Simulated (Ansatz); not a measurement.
# SiO2: ¹⁷O NMR of the central transition

Cell: an entry of the Crystallography Open Database (COD).

Space group P4_12_12 (No. 92); a = 4.9570, c = 6.8903 Å.

| site | Wyckoff | site symmetry | x | y | z |
| --- | --- | --- | --- | --- | --- |
| Si | 4a | ..2 | 0.3047 | 0.3047 | 0.0000 |
| O | 8b | 1 | 0.2381 | 0.1109 | 0.1826 |

One atom of each set is listed.

Computed with Ansatz: DFT, PBE, plane waves and PAW (field gradients read without the response of the frozen cores, which leaves them typically 4 to 6 % off), scalar-relativistic, 420 eV cutoff, Γ-centred 4×4×3 k-points, Fermi–Dirac smearing 0.02 eV.

¹⁷O has I = 5/2 and Q = -25.58 mb (Pyykkö 2018); at 11.7 T its Larmor frequency is ν₀ = 67.6 MHz. Only the quadrupole interaction is simulated: positions count from each site's isotropic chemical shift, and J coupling is left out, as are shift anisotropy and dipolar coupling, which fast spinning averages.

**Question.** What does the ¹⁷O spectrum (fast magic-angle spinning) show for each site?

**Answer.** 

```json
{"site": "O", "first shell": "2 Si at 1.60–1.62 Å, angle 145°", "C_Q (MHz)": "-5.84", "η": "0.17", "P_Q (MHz)": "5.86", "δ_QIS (ppm)": "-45.2", "breadth (kHz)": "6.85"}
```

δ_QIS = −(ν_Q²/30ν₀²)[I(I+1) − 3/4](1 + η²/3) × 10⁶ ppm with ν_Q = 3|C_Q|/[2I(2I−1)]; it falls as 1/B₀² in ppm, and the breadth as 1/B₀ in kHz.

At O V_zz runs parallel to the line that joins its two neighbours (within 1°).

The calculated pressure of 6 GPa (PBE) comes largely from the unrelaxed atoms: it is 1.4 GPa once they are relaxed in the same cell. The largest force is 0.5 eV/Å, so the atoms aren't at the calculated equilibrium and relaxing them would move these values.
